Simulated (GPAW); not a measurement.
GaAs:

```
CELL_PARAMETERS angstrom
0.00000 2.82685 2.82685
2.82685 0.00000 2.82685
2.82685 2.82685 0.00000
ATOMIC_POSITIONS crystal
As 0.75000 0.75000 0.75000
Ga 0.00000 0.00000 0.00000
```

Base run:

* Program: GPAW 26.7.0
* Functional: PBE
* Potentials or basis: GPAW PAW data sets (gpaw-data 1.2.1)
* Cutoff: 450 eV
* Basis: pw
* k mesh: 7 × 7 × 7
* Occupations: fermi-dirac, width 0.05 eV
* Spin: no spin polarisation

Its results: band gap on the k mesh 0.59 eV, direct.

Task: The run is repeated on the same cell with these changes: functional from PBE to PBE0; k mesh from 7 × 7 × 7 to 6 × 6 × 6. What comes out?

Result: Band gap on the k mesh 2.00 eV, direct.

Several settings changed at once, so the effect can't be laid on one alone.

Caveats: an odd mesh through Γ misses points on the zone boundary, where band edges often lie (some runs).
